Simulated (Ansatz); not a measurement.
Crystal: PtSe2 (Sudovikovite).

```
Pt Se
1.0
     3.72400    0.00000    0.00000
    -1.86200    3.22508    0.00000
     0.00000    0.00000    5.06200
Pt Se
1 2
Cartesian
  0.0000 0.0000 0.0000
  1.8620 1.0750 3.7965
  0.0000 2.1501 1.2655
```

Base run:

* Program: Ansatz 0.2.0
* Functional: LDA
* Potentials or basis: Ansatz PAW
* Cutoff: 420 eV (not typed: the program's choice for these potentials)
* k mesh: 8 × 8 × 5
* Occupations: fermi-dirac, width 0.05 eV
* Spin: no spin polarisation
* Hubbard terms: Pt d U = 6 eV

Its results: band gap on the k mesh none (metal or under the smearing width); pressure 0.1 GPa; largest force 0.361 eV/Å.

Problem. The run is repeated on the same cell with these changes: functional from LDA to PBEsol; hubbard terms from Pt d U = 6 eV to none; hubbard projectors from ortho-atomic (the default) to none. What comes out?

Solution. Band gap on the k mesh none (metal or under the smearing width); pressure 2.1 GPa; largest force 0.339 eV/Å.

Several settings changed at once, so the effect can't be laid on one alone.

Caveats: spin-orbit coupling is left out, which moves the levels of the heavy elements; the PAW data sets come from PBE, with cores solved anew for the run's functional, which leaves a small shift of forces and pressure; U without spin polarisation on a metal has little footing (some runs).
